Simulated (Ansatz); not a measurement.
# Rh: the cost of one run

Computed with Ansatz 0.2.0 (DFT PBE, scalar-relativistic, plane waves, PAW, unless a step's input says otherwise).

2 further runs of the same task are left out: 1 that didn't finish, 1 set aside as unsound or not needed.

### Step 1. Starting point

Symmetry: Pm-3m, No. 221, cubic system. Conventional cell: a = 4.025 Å, b = 4.025 Å, c = 4.025 Å, α = 90.00°, β = 90.00°, γ = 90.00°. Rh (site symmetry 4/mmm) has 8 Rh at 2.85 Å as nearest neighbours.

As a file:

```cif
data_structure
_symmetry_space_group_name_H-M 'P 1'
_symmetry_Int_Tables_number 1
_cell_length_a 4.0245
_cell_length_b 4.0245
_cell_length_c 4.0245
_cell_angle_alpha 90.000
_cell_angle_beta 90.000
_cell_angle_gamma 90.000
_cell_volume 65.19
loop_
_atom_site_label
_atom_site_type_symbol
_atom_site_fract_x
_atom_site_fract_y
_atom_site_fract_z
_atom_site_occupancy
Rh1 Rh 0.00000 0.50000 0.50000 1
Rh2 Rh 0.50000 0.00000 0.50000 1
Rh3 Rh 0.50000 0.50000 0.00000 1
```

The cell is invented: random cell by space group and Wyckoff sites (Pm-3m, No. 221). The dimensions are guesses.

### Step 2. The guess as it stands, on a coarse mesh

File input.yaml:

```yaml
crystal:
  lattice:
    - [4.0245443, 0.0, 0.0]
    - [0.0, 4.0245443, 0.0]
    - [0.0, 0.0, 4.0245443]
  atoms:
    - { symbol: Rh, position: [0.0, 0.5, 0.5] }
    - { symbol: Rh, position: [0.5, 0.0, 0.5] }
    - { symbol: Rh, position: [0.5, 0.5, 0.0] }
basis:
  ecutwfc: 420
kpoints:
  mp_grid: { grid: [4, 4, 4] }
hamiltonian:
  xc: pbe
scf:
  occupations: { method: gaussian, width: 0.1 }
  lower_state_search: "off"
output:
  forces: true
  stress: true
  eigenvalues: true
```

Command:

```
$ ansatz run input.yaml --threads 1 --pin off --max-ram 2560MiB --backend cpu --events-out ev --progress --plain --runs-dir out
```

Q: Estimate wall time and peak memory on 1 thread of Arm Neoverse V2, shared host.

About 1.1 s, with a peak of 0.28 GiB.
